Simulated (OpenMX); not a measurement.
The system is GaP.

```
Ga P
1.0
     0.00000    2.72525    2.72525
     2.72525    0.00000    2.72525
     2.72525    2.72525    0.00000
Ga P
1 1
Direct
  0.00000 0.00000 0.00000
  0.75000 0.75000 0.75000
```

```yaml
Program: OpenMX 3.8.5
Task: single point
Functional: PBE
Potentials_or_basis: OpenMX 2013 PBE set, Ga7.0-s3p2d2, P7.0-s2p2d1f1, grid cutoff 500 Ry
k_mesh: 9 × 9 × 9
Occupations: fermi-dirac, width 0.05 eV
Spin: no spin polarisation
```

On this cell: pressure 4.6 GPa; largest force zero by symmetry; band gap on the k mesh 1.69 eV, indirect (least direct gap 1.98 eV).

The same run follows on a disturbed copy (atoms moved at random, drawn with an rms of 0.05 Å):

```
CELL_PARAMETERS angstrom
0.00000 2.72525 2.72525
2.72525 0.00000 2.72525
2.72525 2.72525 0.00000
ATOMIC_POSITIONS crystal
Ga 0.99861 0.98428 0.01741
P 0.74762 0.74713 0.75281
```

Q: What changes?

A: The energy moves by +7.9 meV/atom; pressure 4.6 GPa; largest force 0.602 eV/Å; band gap on the k mesh 1.50 eV, indirect (least direct gap 1.82 eV).

Forces in eV/Å, atoms in the order of the input:
```
Ga  -0.071 -0.454  0.368
P    0.088  0.463 -0.374
```

Caveats: an odd mesh through Γ misses points on the zone boundary, where band edges often lie; the basis of atomic orbitals isn't converged, which shifts pressures, moduli and gaps.
